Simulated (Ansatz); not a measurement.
# AlN: the cost of one run

Method: DFT PBE, scalar-relativistic, in Ansatz 0.2.0.

### 1 The system as given

It takes space group Fm-3m (No. 225, cubic). Conventional cell: a = 3.956 Å, b = 3.956 Å, c = 3.956 Å, α = 90.00°, β = 90.00°, γ = 90.00°. Around Al (site symmetry m-3m) lie 6 N at 1.98 Å. N (site symmetry m-3m) is surrounded by 6 Al at 1.98 Å.

As a file:

```
Al N
1.0
     0.00000    1.97800    1.97800
     1.97800    0.00000    1.97800
     1.97800    1.97800    0.00000
Al N
1 1
Cartesian
  0.0000 0.0000 0.0000
  1.9780 1.9780 1.9780
```

Atoms are numbered in the order of the input: Al1, N2.

### 2 The deformed structure

Space group Fm-3m before, I4/mmm after.

### 3 All-electron LAPW

File input.yaml:

```yaml
crystal:
  lattice:
    - [0.0, 1.978, 1.95822]
    - [1.978, 0.0, 1.95822]
    - [1.978, 1.978, 0.0]
  atoms:
    - { symbol: Al, position: [0.0, 0.0, 0.0] }
    - { symbol: "N", position: [0.5, 0.5, 0.5] }
kpoints:
  mp_grid: { grid: [10, 10, 10] }
  band_path:
    path:
      - [0.0, 0.0, 0.0]
      - [0.0, 0.5, 0.5]
      - [0.25, 0.75, 0.5]
      - [0.0, 0.5, 0.0]
      - [0.0, 0.0, 0.0]
      - [0.5, 0.5, 0.0]
      - [0.3775380063, 0.6224619937, 0.0]
      - [-0.3775380063, 0.3775380063, 0.0]
      - [0.0, 0.0, 0.0]
    npoints: 5
scf:
  occupations: { method: fermi_dirac, width: 0.02 }
hamiltonian:
  xc: pbe
  pseudopotentials: { kind: all_electron, lapw: { basis_error: 0.001 } }
output:
  forces: true
  stress: true
  eigenvalues: true
```

Run with:

```
$ ansatz run input.yaml --threads 1 --pin off --max-ram 3072MiB --backend cpu --events-out ev --progress --plain --runs-dir out
```

What time and memory should one allow on 1 thread of Intel Xeon 6975P-C (Granite Rapids), shared host?

About 6.1 s, with a peak of 0.33 GiB.
